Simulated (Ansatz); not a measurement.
## Pt under changes of volume

One of the cells (15.080 Å³/atom); the others are scaled copies at fixed shape and fractional positions:

```xyz
1
Lattice="0.0000 1.9609 1.9609 1.9609 0.0000 1.9609 1.9609 1.9609 0.0000" Properties=species:S:1:pos:R:3 pbc="T T T"
Pt    0.0000    0.0000    0.0000
```

- Program: Ansatz 0.2.0
- Functional: r2SCAN
- Potentials or basis: Ansatz PAW
- Cutoff: 500 eV (not typed: the program's choice for these potentials)
- k mesh: 12 × 12 × 12
- Occupations: fermi-dirac, width 0.05 eV
- Spin: no spin polarisation

| volume (Å³/atom) | energy over the lowest point (meV/atom) | pressure (GPa) |
| --- | --- | --- |
| 14.175 | 81.95 | 25.5 |
| 14.477 | 41.73 | 17.5 |
| 14.778 | 15.74 | 10.4 |
| 15.080 | 2.33 | 4.1 |
| 15.381 | 0.00 | -1.4 |
| 15.683 | ? | ? |
| 15.985 | 23.48 | -10.5 |

Problem. What does the run at 15.683 Å³/atom give?

Solution. Energy over the lowest point 7.44 meV/atom; pressure -6.3 GPa.

Worked out: A Birch-Murnaghan fit of order 3 (a polynomial in V^(-2/3)) to the other rows has its minimum at 15.30 Å³/atom with B0 = V·E''(V) = 272 GPa and B' = 5.4. It gives 7.42 meV/atom at 15.683 Å³/atom, against the run's 7.44, and -dE/dV = -6.3 GPa, against -6.3.

Energies are extrapolated to zero smearing.

Caveats: the PAW data sets come from PBE, with cores solved anew for the run's functional, which leaves a small shift of forces and pressure.
